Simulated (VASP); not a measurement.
# SiC (P6_3mc) in VASP: notebook

One crystal, SiC, is run at these levels: PBE; tasks: relaxation of cell and atoms.

Program: VASP 6.6.1. These are calculated values, not measurements. Logs are shortened: lines on timing, memory, paths and dates and some standing lists are left out, and cuts for length are marked.

**1. Starting point**

It takes space group P6_3mc (No. 186, hexagonal). Conventional cell: a = 3.076 Å, b = 3.076 Å, c = 5.048 Å, α = 90.00°, β = 90.00°, γ = 120.00°. Si (site symmetry 3m) has 4 C at 1.87 to 1.94 Å as nearest neighbours. Around C (site symmetry 3m) lie 4 Si at 1.87 to 1.94 Å.

**2. Relaxation of cell and atoms, PBE**

INCAR reads:

```
ALGO = Normal ; EDIFF = 1E-7
EDIFFG = -0.002 ; ENCUT = 520
GGA = PE ; IBRION = 2
ISIF = 3 ; ISMEAR = 0
LASPH = True ; LCHARG = False
LREAL = False ; LWAVE = False
NELM = 100 ; NSW = 80
PREC = Accurate ; SIGMA = 0.02
```

KPOINTS reads:

```
k-points
0
Gamma
  18 18 10
```

POSCAR reads:

```
SiC
1.0
    3.0760000000      0.0000000000      0.0000000000
   -1.5380000000      2.6638941400      0.0000000000
    0.0000000000      0.0000000000      5.0480000000
Si C
2 2
Direct
    0.3333333300      0.6666666700      0.0000000000
    0.6666666700      0.3333333300      0.5000000000
    0.3333333300      0.6666666700      0.3850000000
    0.6666666700      0.3333333300      0.8850000000
```

Potentials or basis: VASP PAW PBE potentials, release 64 (Si, C).

Launch:

```bash
$ cat potpaw_PBE.64/Si/POTCAR potpaw_PBE.64/C/POTCAR > POTCAR
$ mpirun -np 1 vasp_std > vasp.out
```

OUTCAR:

```text
EDIFF = 1E-7
   EDIFFG = -0.002
   ENCUT = 520
   GGA = PE
   IBRION = 2
   ISIF = 3
   ISMEAR = 0
   LASPH = True
   LREAL = False
   NELM = 100
   NSW = 80
   PREC = Accurate

 ion  position               nearest neighbor table
   1  0.333  0.667  0.000-   4 1.87   4 1.87   4 1.87   3 1.94   2 3.09   2 3.09   2 3.09   2 3.09
                             2 3.09   2 3.09
   2  0.667  0.333  0.500-   3 1.87   3 1.87   3 1.87   4 1.94   1 3.09   1 3.09   1 3.09   1 3.09
                             1 3.09   1 3.09
   3  0.333  0.667  0.385-   2 1.87   2 1.87   2 1.87   1 1.94
   4  0.667  0.333  0.885-   1 1.87   1 1.87   1 1.87   2 1.94

  LATTYP: Found a hexagonal cell.
 ALAT       =     3.0760000000
 C/A-ratio  =     1.6410923277

  Lattice vectors:

 A1 = (   3.0760000000,   0.0000000000,   0.0000000000)
 A2 = (  -1.5380000000,   2.6638941400,   0.0000000000)
 A3 = (   0.0000000000,   0.0000000000,   5.0480000000)

Analysis of symmetry for initial positions (statically):
=====================================================================
 Subroutine PRICEL returns:
 Original cell was already a primitive cell.

 Routine SETGRP: Setting up the symmetry group for a
 hexagonal supercell.

 Subroutine GETGRP returns: Found 12 space group operations
 (whereof  6 operations were pure point group operations)
 out of a pool of 24 trial point group operations.

The static configuration has the point symmetry C_3v.
 The point group associated with its full space group is C_6v.

Analysis of symmetry for dynamics (positions and initial velocities):
=====================================================================
 Subroutine PRICEL returns:
 Original cell was already a primitive cell.

 Routine SETGRP: Setting up the symmetry group for a
 hexagonal supercell.

 Subroutine GETGRP returns: Found 12 space group operations
 (whereof  6 operations were pure point group operations)
 out of a pool of 24 trial point group operations.

The dynamic configuration has the point symmetry C_3v.
 The point group associated with its full space group is C_6v.

 Subroutine INISYM returns: Found 12 space group operations
 (whereof  6 operations are pure point group operations),
 and found     1 'primitive' translations

----------------------------------------------------------------------------------------

                                     Primitive cell

  volume of cell :      41.3640

  direct lattice vectors                    reciprocal lattice vectors
[... 116 lines left out ...]
   GGA     = PE    functional components
   LHFCALC =     F    Hartree Fock is set to
   AEXX    =    0.0000 exact exchange contribution
   IVDW    =     0    specifies the selected vdW correction
   LEPSILON=     F    determine dielectric tensor
   LRPA    =     F    only Hartree local field effects (RPA)
 conjugate gradient relaxation of ions
 non-spin polarized calculation
 Gauss-broadening in eV      SIGMA  =   0.02
  energy-cutoff  :      520.00
  volume of cell :       41.36
 maximum number of plane-waves:      1132
 NGX is ok and might be reduce to    24
   NGX = 11   NGY = 11   NGZ = 19

--------------------------------------- Ionic step        1  -------------------------------------------

 number of electron      16.0000000 magnetization

 Free energy of the ion-electron system (eV)
  ---------------------------------------------------
  ext. energy  EPLUGINS =         0.00000000
  ---------------------------------------------------
  free energy    TOTEN  =       -30.06729789 eV

  energy without entropy =      -30.06729789  energy(sigma->0) =      -30.06729789

------------------------ aborting loop because EDIFF is reached ----------------------------------------

  FORCE on cell =-STRESS in cart. coord.  units (eV):
  Direction    XX          YY          ZZ          XY          YZ          ZX
  --------------------------------------------------------------------------------------
  -------------------------------------------------------------------------------------
  Total        1.3560296      1.3560296      0.1067937      0.0000000      0.0000000      0.0000000
  in kB       52.5239167     52.5239167      4.1365062      0.0000000      0.0000000      0.0000000
  external PRESSURE =      36.3947799 kB  Pullay stress =       0.0000000 kB
[... 215 lines left out ...]
--------------------------------------- Ionic step        7  -------------------------------------------

 number of electron      16.0000000 magnetization

 Free energy of the ion-electron system (eV)
  ---------------------------------------------------
  ext. energy  EPLUGINS =         0.00000000
  ---------------------------------------------------
  free energy    TOTEN  =       -30.11007823 eV

  energy without entropy =      -30.11007823  energy(sigma->0) =      -30.11007823

 E-fermi :   8.2164     XC(G=0): -11.2835

 val. band max:        8.0862651740   @ k =   0.0000   0.0000   0.0000
 cond. band min:      10.3888955912   @ k =   0.3333   0.3333   0.0000
 fundamental gap:      2.3026304172
 Fermi energy:         8.2164333528

 k-point     1 :       0.0000    0.0000    0.0000
  band No.  band energies     occupation
      1      -7.3607      2.00000
      2      -3.8512      2.00000
      3      -0.5235      2.00000
      4       6.7770      2.00000
      5       6.7770      2.00000
      6       7.9757      2.00000
      7       8.0863      2.00000
      8       8.0863      2.00000
      9      12.7622      0.00000
     10      14.1323      0.00000
     11      14.6619      0.00000
     12      14.6619      0.00000
[... 331 lines left out ...]
 k-point    24 :       0.3889    0.1111    0.0000
  band No.  band energies     occupation
      1      -4.2423      2.00000
      2      -2.4172      2.00000
      3       0.4672      2.00000
      4       2.1641      2.00000
      5       2.6551      2.00000
      6       4.0112      2.00000
      7       5.0913      2.00000
      8       6.2493      2.00000
      9      11.8655      0.00000
     10      12.1193      0.00000
     11      15.2256      0.00000
     12      15.8044      0.00000

 [... further k-points ...]

------------------------ aborting loop because EDIFF is reached ----------------------------------------

  FORCE on cell =-STRESS in cart. coord.  units (eV):
  Direction    XX          YY          ZZ          XY          YZ          ZX
  --------------------------------------------------------------------------------------
  -------------------------------------------------------------------------------------
  Total       -0.0000696     -0.0000696     -0.0007190      0.0000000      0.0000000      0.0000000
  in kB       -0.0026554     -0.0026554     -0.0274257      0.0000000      0.0000000      0.0000000
  external PRESSURE =      -0.0109121 kB  Pullay stress =       0.0000000 kB
[... 19 lines left out ...]
  FREE ENERGIE OF THE ION-ELECTRON SYSTEM (eV)
  ---------------------------------------------------
  free  energy   TOTEN  =       -30.1100782309 eV

  energy  without entropy=      -30.1100782309  energy(sigma->0) =      -30.11007823

 reached required accuracy - stopping structural energy minimisation
```

OSZICAR:

```text
N       E                     dE             d eps       ncg     rms          rms(c)
DAV:   1     0.366373184897E+02    0.36637E+02   -0.74714E+03  5328   0.119E+03
DAV:   2    -0.306989983104E+02   -0.67336E+02   -0.61963E+02  7760   0.189E+02
DAV:   3    -0.337748522840E+02   -0.30759E+01   -0.30597E+01  7008   0.409E+01
[... 55 lines left out ...]
       N       E                     dE             d eps       ncg     rms          rms(c)
DAV:   1    -0.301100807050E+02   -0.11420E-04   -0.60813E-04  5972   0.213E-01    0.114E-02
DAV:   2    -0.301100794560E+02    0.12490E-05   -0.14026E-05  6732   0.328E-02    0.562E-03
DAV:   3    -0.301100782411E+02    0.12148E-05   -0.18330E-06  6580   0.125E-02    0.147E-03
DAV:   4    -0.301100782309E+02    0.10205E-07   -0.52884E-07  5840   0.530E-03
   7 F= -.30110078E+02 E0= -.30110078E+02  d E =-.104330E-04
```

It took 3.6 min on 1 thread of Intel Xeon Platinum 8375C at 2.90GHz (Ice Lake), shared host; peak memory 0.23 GiB.

Results:

| Quantity | Value |
| --- | --- |
| Free energy | -30.1101 eV |
| Relaxed volume | 10.50 Å³/atom |
| Relaxed cell | a = 3.092 Å, b = 3.092 Å, c = 5.074 Å, α = 90.00°, β = 90.00°, γ = 120.00° |
| Space group after relaxing (to 0.05 Å) | P6_3mc (No. 186) |
| Energy gained by relaxing | 10.7 meV/atom |
| Ionic steps | 7 |
| Pressure after relaxing | 0.0 GPa |
| Band gap on the k mesh | 2.30 eV, indirect (least direct gap 3.94 eV) |

Step by step:
```
step  energy change (eV)  largest force (eV/Å)  pressure (GPa)  volume (Å³)
   1              0.0000                0.7527            3.64        41.36
   2             -0.0031                0.6250           -3.56        42.78
   3             -0.0397                0.0845           -0.45        42.09
   4             -0.0427                0.0254            0.05        41.99
   5             -0.0428                0.0124           -0.01        42.00
   6             -0.0428                0.0113            0.01        42.00
   7             -0.0428                0.0003            0.00        42.00
```

Final structure:
```yaml
crystal:
  lattice:
    - [3.09170, 0.00000, 0.00000]
    - [-1.54585, 2.67749, 0.00000]
    - [0.00000, 0.00000, 5.07410]
  atoms:
    - { symbol: Si, position: [0.33333, 0.66667, 0.00458] }
    - { symbol: Si, position: [0.66667, 0.33333, 0.50458] }
    - { symbol: C, position: [0.33333, 0.66667, 0.38042] }
    - { symbol: C, position: [0.66667, 0.33333, 0.88042] }
```

**3. Relaxation of cell and atoms, PBE**

This run uses another cell than the first one, of 10.50 Å³/atom, 1.015 times its volume.

INCAR is that of step 2.

KPOINTS is that of step 2.

POSCAR reads:

```
SiC                                     
1.0
    3.0916993848      0.0000000000      0.0000000000
   -1.5458496924      2.6774902060     -0.0000000000
   -0.0000000000     -0.0000000000      5.0741016294
  Si              C             
     2     2
Direct
     0.3333333300000021    0.6666666699999979    0.0045848791834526
     0.6666666699999979    0.3333333300000021    0.5045848791834526
     0.3333333300000021    0.6666666699999979    0.3804151208165454
     0.6666666699999979    0.3333333300000021    0.8804151208165454
```

Potentials or basis: VASP PAW PBE potentials, release 64 (Si, C).

Launch:

```bash
$ cat potpaw_PBE.64/Si/POTCAR potpaw_PBE.64/C/POTCAR > POTCAR
$ mpirun -np 1 vasp_std > vasp.out
```

Run time: 57 s. Hardware: 1 thread of Intel Xeon Platinum 8375C at 2.90GHz (Ice Lake), shared host; peak memory 0.23 GiB.

Results (log left out):

- Free energy: -30.1103 eV
- Pressure after relaxing: 0.0 GPa
- Band gap on the k mesh: 2.30 eV, indirect (least direct gap 3.94 eV)

Final structure:
```cif
data_structure
_symmetry_space_group_name_H-M 'P 1'
_symmetry_Int_Tables_number 1
_cell_length_a 3.0917
_cell_length_b 3.0917
_cell_length_c 5.0741
_cell_angle_alpha 90.000
_cell_angle_beta 90.000
_cell_angle_gamma 120.000
_cell_volume 42.00
loop_
_atom_site_label
_atom_site_type_symbol
_atom_site_fract_x
_atom_site_fract_y
_atom_site_fract_z
_atom_site_occupancy
Si1 Si 0.33333 0.66667 0.00458 1
Si2 Si 0.66667 0.33333 0.50458 1
C1 C 0.33333 0.66667 0.38042 1
C2 C 0.66667 0.33333 0.88042 1
```

Levels at points of the mesh, in eV from the valence-band top:
```
           k point  band 6  band 7  band 8  band 9  band 10  band 11
(0.00, 0.00, 0.00)   -0.11    0.00    0.00    4.68     6.05     6.58
(0.50, 0.00, 0.00)   -3.29   -3.24   -1.19    2.75     4.21     6.76
(0.00, 0.00, 0.50)   -0.71   -0.71   -0.71    5.76     5.76     7.27
(0.50, 0.00, 0.50)   -2.42   -2.31   -2.31    3.25     3.25     5.19
```

Caveat: the relaxation stopped at its first step, so nothing moved. PBE gaps usually lie below the measured ones, often by a third to a half.
